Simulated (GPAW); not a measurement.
A run of GPAW 26.7.0 is set up as follows.

File run.py:

```python
from ase import Atoms
from ase.dft.bandgap import bandgap
from ase.io import write
from ase.units import GPa
from gpaw import GPAW, PW

atoms = Atoms(['Cu', 'Cu', 'O', 'O'],
              cell=[[3.2880244267, 0.0, 0.0],
                    [-1.6440122134, 2.8475126818, 0.0],
                    [0.0, 0.0, 5.38502486]],
              scaled_positions=[[0.6666666667, 0.3333333333, 0.0],
                                [0.3333333333, 0.6666666667, 0.5],
                                [0.6666666667, 0.3333333333, 0.6252],
                                [0.3333333333, 0.6666666667, 0.1252]],
              pbc=True)

calc = GPAW(mode=PW(800),
            xc='PBE',
            kpts={'size': (9, 9, 5), 'gamma': True},
            occupations={'name': 'fermi-dirac', 'width': 0.05},
            setups={'Cu': ':d,8.0'},
            nbands=33,
            convergence={'density': 1e-05, 'energy': 1e-05},
            maxiter=150,
            txt='gpaw.txt')
atoms.calc = calc
energy = atoms.get_potential_energy()
forces = atoms.get_forces()
stress = atoms.get_stress()
calc.write('gs.gpw')
write('result.traj', atoms)
print(f'Energy: {energy:.6f} eV')
print('Forces (eV/A):')
print(forces.round(4))
print('Stress (GPa):', (stress / GPa).round(3))
print('Fermi level:', round(calc.get_fermi_level(), 4), 'eV')
print(f'Gap: {bandgap(calc)[0]:.4f} eV, direct: {bandgap(calc, direct=True)[0]:.4f} eV')
```

Potentials or basis: GPAW PAW data sets (gpaw-data 1.2.1), pw.

Launch:

```sh
$ OMP_NUM_THREADS=1 python run.py
```

Problem. Predict the pressure.

Solution. -7.0 GPa.

Problem. What does it give for the band gap on the k mesh?

Solution. None (metal or under the smearing width).

Stress tensor (GPa, compression positive):
```
-7.79  0.00  0.00
 0.00 -7.79  0.00
 0.00  0.00 -5.45
```

Caveat: with this Cu data set, volumes or pressures lay over 1.5 % or 2 GPa off other programs in two to four cells of ten; the run has no spin polarisation, though such a crystal can be magnetic; U without spin polarisation on a metal has little footing.
